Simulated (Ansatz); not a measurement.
CdSe, h-MgO type, relaxed with r2SCAN: 11 runs in Ansatz 0.2.0, each a construction of maximally localised Wannier functions. Space group P6_3/mmc (No. 194), hexagonal; conventional cell a = 4.602 Å, c = 6.002 Å, 27.52 Å³ an atom. Around Cd lie 5 Se at 2.66–3.00 Å; around Se lie 5 Cd at 2.66–3.00 Å. No spin polarisation and no zero-point or thermal motion; the cell was built from a prototype and may be hypothetical.

```xyz
4
Lattice="4.6022 0.0000 0.0000 -2.3011 3.9857 0.0000 0.0000 0.0000 6.0016" Properties=species:S:1:pos:R:3 pbc="T T T"
Cd    0.0000    2.6571    1.5004
Cd    2.3011    1.3286    4.5012
Se    2.3011    1.3286    1.5004
Se    0.0000    2.6571    4.5012
```

Windows count from the top of the filled bands; a dash means that no such window was set (without an outer window there is no disentanglement). Rows marked drawn have settings drawn at random (some not listed).

```json
{"functional": "PBE", "SCF mesh": "6×6×4", "trial orbitals": "Se s, Se p", "functions": "8", "mesh": "6×6×4", "window (eV)": "–", "frozen (eV)": "–", "settings": "chosen", "Ω total (Å²)": "19.62", "Ω invariant (Å²)": "17.98", "largest spread (Å²)": "2.67", "least projectability": "0.75", "interpolation miss of the model's filled bands (eV, to the nearest computed level)": "0.141"}
{"functional": "PBE", "SCF mesh": "6×6×4", "trial orbitals": "Se s, Se p", "functions": "8", "mesh": "6×6×2", "window (eV)": "–", "frozen (eV)": "–", "settings": "chosen", "Ω total (Å²)": "18.56", "Ω invariant (Å²)": "16.86", "largest spread (Å²)": "2.45", "least projectability": "0.75", "interpolation miss of the model's filled bands (eV, to the nearest computed level)": "0.315"}
{"functional": "PBE", "SCF mesh": "6×6×4", "trial orbitals": "Cd d, Se p", "functions": "16", "mesh": "6×6×4", "window (eV)": "–", "frozen (eV)": "–", "settings": "chosen", "Ω total (Å²)": "23.20", "Ω invariant (Å²)": "22.16", "largest spread (Å²)": "2.76", "least projectability": "0.73", "interpolation miss of the model's filled bands (eV, to the nearest computed level)": "0.136"}
{"functional": "PBE", "SCF mesh": "6×6×4", "trial orbitals": "Cd d", "functions": "10", "mesh": "6×6×4", "window (eV)": "–", "frozen (eV)": "–", "settings": "chosen", "Ω total (Å²)": "8.82", "Ω invariant (Å²)": "8.76", "largest spread (Å²)": "1.04", "least projectability": "0.84", "interpolation miss of the model's filled bands (eV, to the nearest computed level)": "0.003"}
{"functional": "r2SCAN", "SCF mesh": "6×6×4", "trial orbitals": "Se s, Se p", "functions": "8", "mesh": "6×6×4", "window (eV)": "–", "frozen (eV)": "–", "settings": "chosen", "Ω total (Å²)": "18.75", "Ω invariant (Å²)": "17.19", "largest spread (Å²)": "2.50", "least projectability": "0.79", "interpolation miss of the model's filled bands (eV, to the nearest computed level)": "0.084"}
{"functional": "HSE06", "SCF mesh": "6×6×4", "trial orbitals": "Se s, Se p", "functions": "8", "mesh": "6×6×4", "window (eV)": "–", "frozen (eV)": "–", "settings": "chosen", "Ω total (Å²)": "18.34", "Ω invariant (Å²)": "16.82", "largest spread (Å²)": "2.45", "least projectability": "0.79", "interpolation miss of the model's filled bands (eV, to the nearest computed level)": "–"}
{"functional": "HSE06", "SCF mesh": "6×6×4", "trial orbitals": "Cd d, Se p", "functions": "16", "mesh": "6×6×4", "window (eV)": "–", "frozen (eV)": "–", "settings": "chosen", "Ω total (Å²)": "22.15", "Ω invariant (Å²)": "21.28", "largest spread (Å²)": "2.58", "least projectability": "0.80", "interpolation miss of the model's filled bands (eV, to the nearest computed level)": "–"}
{"functional": "PBE", "SCF mesh": "6×6×4", "trial orbitals": "Se p", "functions": "6", "mesh": "4×4×4", "window (eV)": "–", "frozen (eV)": "–", "settings": "drawn", "Ω total (Å²)": "18.01", "Ω invariant (Å²)": "17.46", "largest spread (Å²)": "3.08", "least projectability": "0.72", "interpolation miss of the model's filled bands (eV, to the nearest computed level)": "0.263"}
```

Problem. Estimate from these rows what the further settings give.

| functional | SCF mesh | trial orbitals | functions | mesh | window (eV) | frozen (eV) | settings |
| --- | --- | --- | --- | --- | --- | --- | --- |
| r2SCAN | 6×6×4 | Cd d, Se p | 16 | 6×6×4 | – | – | chosen |
| PBE | 6×6×4 | Se p | 6 | 6×6×4 | – | – | chosen |
| PBE | 6×6×4 | Se s, Se p | 8 | 7×7×7 | – | – | drawn |

Solution.
```tsv
functional	SCF mesh	trial orbitals	functions	mesh	window (eV)	frozen (eV)	settings	Ω total (Å²)	Ω invariant (Å²)	largest spread (Å²)	least projectability	interpolation miss of the model's filled bands (eV, to the nearest computed level)
r2SCAN	6×6×4	Cd d, Se p	16	6×6×4	–	–	chosen	22.28	21.40	2.62	0.78	0.081
PBE	6×6×4	Se p	6	6×6×4	–	–	chosen	19.13	18.55	3.22	0.72	0.140
PBE	6×6×4	Se s, Se p	8	7×7×7	–	–	drawn	20.26	18.67	2.76	0.74	0.091
```

For Se s, Se p with PBE the spread goes 18.56 Å² (6×6×2), 19.62 Å² (6×6×4).

The runs are scalar-relativistic, without spin-orbit coupling.
